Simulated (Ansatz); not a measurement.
Al: band structure with PBEsol

Al:

```
CELL_PARAMETERS angstrom
2.81246 0.00000 0.00000
-1.40623 2.43566 0.00000
0.00000 0.00000 4.86685
ATOMIC_POSITIONS crystal
Al 0.33333 0.66667 0.25000
Al 0.66667 0.33333 0.75000
```

This isn't the form of Al at room conditions, which is fcc.

| Item | Value |
| --- | --- |
| Program | Ansatz 0.2.0 |
| Task | band structure |
| Functional | PBEsol |
| Potentials or basis | all-electron PAW datasets made for the crystal |
| Cutoff | 140 eV (chosen from the basis error) |
| k mesh | 11 × 11 × 6 |
| Occupations | fermi-dirac, width 0.05 eV |
| Spin | no spin polarisation |

```json
{
 "Pressure": "-1.3 GPa",
 "Band gap along the path": "none (metal or under the smearing width)"
}
```

Stress tensor (GPa, compression positive):
```
 0.19  0.00  0.00
 0.00  0.19  0.00
 0.00  0.00 -4.37
```

Levels at the corners of the path, in eV from the Fermi level:
```csv
point,band 1,band 2,band 3,band 4,band 5,band 6,band 7
Γ,-11.08,-5.08,-4.85,11.13,11.39,11.39,11.62
M,-5.04,-4.94,0.59,0.59,1.32,1.42,6.21
K,-3.08,-3.08,-2.94,2.00,2.50,2.50,3.67
Γ,-11.08,-5.08,-4.85,11.13,11.39,11.39,11.62
A,-9.53,-9.53,2.36,2.36,12.44,12.44,12.44
L,-3.83,-3.83,-3.10,-3.10,7.41,7.41,7.54
H,-2.16,-2.16,-1.50,-1.50,-0.76,-0.76,9.17
A,-9.53,-9.53,2.36,2.36,12.44,12.44,12.44
```

It took 13 s on 1 thread of Intel(R) Xeon(R) Processor @ 2.50GHz (Skylake/Cascade Lake), on a shared host, peak memory 0.29 GiB.

Caveat: the program warned that the printed levels may be off, so bands, gaps and densities of states are rough.
